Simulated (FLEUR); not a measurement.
## C under changes of volume

One of the cells (5.672 Å³/atom); the others are scaled copies at fixed shape and fractional positions:

```
C
1.0
     2.52210    0.00000    0.00000
    -1.26105    2.18420    0.00000
     0.00000    0.00000    8.23710
C
8
Direct
  0.66667 0.33333 0.84375
  0.33333 0.66667 0.34375
  0.66667 0.33333 0.65625
  0.33333 0.66667 0.15625
  0.00000 0.00000 0.90625
  0.00000 0.00000 0.40625
  0.00000 0.00000 0.59375
  0.00000 0.00000 0.09375
```

This is a hexagonal form of diamond, not graphite.

```yaml
Program: FLEUR MaX-R8.1 (later development tree)
Functional: LDA (Moruzzi-Janak-Williams)
Potentials_or_basis: all-electron
Basis: FLAPW
Kmax: 5.5 1/bohr
k_mesh: 12 × 12 × 4
Occupations: fermi-dirac, width 0.05 eV
Spin: no spin polarisation
```

| volume (Å³/atom) | energy over the lowest point (meV/atom) | gap on the mesh (eV) |
| --- | --- | --- |
| 5.332 | 9.16 | 4.52 |
| 5.445 | 0.00 | 4.47 |
| 5.672 | 2.83 | 4.37 |
| 5.899 | 29.76 | 4.27 |
| 6.012 | ? | ? |

Question: What does the run at 6.012 Å³/atom give?

Answer: Energy over the lowest point 50.95 meV/atom; gap on the mesh 4.22 eV.

Worked out: A Birch-Murnaghan fit of order 2 (a polynomial in V^(-2/3)) to the other rows has its minimum at 5.53 Å³/atom with B0 = V·E''(V) = 467 GPa at fixed shape and positions, which overstates the stiffness. It gives 50.71 meV/atom at 6.012 Å³/atom, against the run's 50.95. A straight line through the other rows of the gap, of slope -2.47 eV per unit of ln V, extrapolates to 4.22 eV, against the run's 4.22.

Energies are extrapolated to zero smearing.

A mesh can miss the band edges.
